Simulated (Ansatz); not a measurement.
Runs of Ansatz 0.2.0 on Ga. Symmetry: Cmce, No. 64, orthorhombic system. Conventional cell: a = 4.523 Å, b = 7.661 Å, c = 4.524 Å, α = 90.00°, β = 90.00°, γ = 90.00°. Ga (site symmetry m) has 7 Ga at 2.48 to 2.79 Å as nearest neighbours. 

```tsv
task	level	potentials or basis	cutoff (eV)	basis error allowed	pressure (GPa)	largest force (eV/Å)
band structure	PBE	all-electron LAPW, scalar-relativistic	287	0.002 eV/atom	1.9	0.10
single point	PBEsol	all-electron LAPW, scalar-relativistic	311	0.001 eV/atom	-1.6	0.12
band structure	PBEsol	all-electron LAPW, scalar-relativistic	287	0.002 eV/atom	-1.5	0.12
band structure	PBEsol	all-electron PAW datasets made for the crystal	300	-	-1.6	0.12
band structure	PBEsol	all-electron LAPW, non-relativistic	287	0.002 eV/atom	-1.1	0.15
band structure	LDA	all-electron LAPW, scalar-relativistic	288	0.002 eV/atom	(b)	(a)
band structure	PBEsol	all-electron LAPW, inner shells corrected to Dirac's equation	287	0.002 eV/atom	-1.5	0.12
```

Alike in all rows: no spin polarisation; cell as given; k mesh 7 × 7 × 6; smearing fermi-dirac 0.05 eV.

Estimate the missing entries.

(a) 0.14; (b) -3.6.

Caveats: relativity is left out, which matters for the heavier elements (some runs).

Not every run made on this cell is shown here.
